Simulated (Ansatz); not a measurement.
(001) slab cut from the bulk of WSe₂, 15 Å of vacuum:

```xyz
5
Lattice="3.2703 0.0000 0.0000 -1.6351 2.8321 0.0000 0.0000 0.0000 44.9769" Properties=species:S:1:pos:R:3 pbc="T T T"
Se    0.0000    1.8881    7.5000
Se    0.0000    1.8881   20.8157
W     0.0000    0.0000   22.4884
Se    0.0000    1.8881   24.1612
Se    0.0000    1.8881   37.4769
```

Method: DFT PBEsol, scalar-relativistic, plane waves, PAW (Ansatz 0.2.0). Settings: cutoff 420 eV, Γ-centred mesh 9×9×1 on the computed 5-atom cell, Gaussian smearing of 0.05 eV; no spin polarisation. The cell repeats along c with a dipole correction in the vacuum.

This base run converges in 47 iterations with a largest force of 0.011 eV/Å and a work function of 6.47 eV on the top face.

One setting at a time is then changed, some of them on purpose to poor values; changes count from the base run, energies are extrapolated to zero smearing, atoms stay where they are, and risky runs are capped at 50 to 100 iterations. The slab isn't stoichiometric (WSe4).

Q: What does each change do? no dipole correction, vacuum of 8 Å; field of -0.3 V/Å along c.

A:
```
                             change outcome SCF iterations  ΔE (meV/atom) largest force (eV/Å) largest change of a force (eV/Å)
no dipole correction, vacuum of 8 Å  converged              33            0.0                 0.011                             0.000
          field of -0.3 V/Å along c converged              48          -15.0                 0.011                             0.002
```

Spin-orbit coupling is left out, which matters for the bands of heavy elements.

The reference crystal is a form of WSe2, which isn't its usual structure.

Cost: 3 runs of about 5.6 core-minutes in all, on Arm Neoverse V2 (shared hosts).